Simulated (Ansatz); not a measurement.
**Relaxation of W**

Theory: Ansatz 0.2.0, DFT PBE, scalar-relativistic, plane waves, PAW. Run with 420 eV cutoff, 20×20×20 k-mesh, Gaussian smearing of 0.10 eV, no spin polarisation.

What was changed: relaxed at 60 GPa.

Spin–orbit coupling is left out, which can shift energies with elements as heavy as these.

Command:

```bash
ansatz run input.yaml --threads 1 --pin off --max-ram 2560MiB --backend cpu --events-out ev --progress --plain --runs-dir out
```

Input:

```yaml
crystal:
  lattice:
    - [-1.5148923337, 1.5148923337, 1.5148923337]
    - [1.5148923337, -1.5148923337, 1.5148923337]
    - [1.5148923337, 1.5148923337, -1.5148923337]
  atoms:
    - { symbol: W, position: [0.0, 0.0, 0.0] }
basis:
  ecutwfc: 420
kpoints:
  mp_grid: { grid: [20, 20, 20] }
hamiltonian:
  xc: pbe
scf:
  occupations: { method: gaussian, width: 0.1 }
output:
  forces: true
  stress: true
  eigenvalues: true
relax:
  adjacent_minimum: "off"
  f_tol: 0.008
  max_steps: 50
  cell: { stress_tol: 0.08, p_target: 60.0 }
```

F is the free energy. Steps run on the plane waves of an earlier cell, but the last one, and at times one on the way, on a freshly chosen basis, so a repeated geometry can differ a little in energy. The relaxation lowers the enthalpy F + PV at the target pressure, so F itself can rise.

Steps:

| step | F − F(1) (eV) | largest force component (eV/Å) | V (Å³/atom) | P (GPa) |
| --- | --- | --- | --- | --- |
| 1 | 0.0000 | 0.000 | 13.906 | 61.25 |
| 2 | -0.0435 | 0.000 | 14.024 | 56.82 |
| 3 | -0.0126 | 0.000 | 13.939 | 59.99 |
| 4 | -0.0126 | 0.000 | 13.939 | 59.99 |

Relaxed structure:

```xyz
1
Lattice="-1.5161 1.5161 1.5161 1.5161 -1.5161 1.5161 1.5161 1.5161 -1.5161" Properties=species:S:1:pos:R:3 pbc="T T T"
W     0.0000    0.0000    0.0000
```

It takes space group Im-3m (No. 229, cubic). Conventional cell: a = 3.032 Å, b = 3.032 Å, c = 3.032 Å, α = 90.00°, β = 90.00°, γ = 90.00°. Around W (site symmetry m-3m) lie 8 W at 2.63 Å.

The run converged. Time: 3.9 s on 1 thread of AMD EPYC 9R45 96-Core Processor (Zen 5), with other jobs on the host, peak memory 0.39 GiB.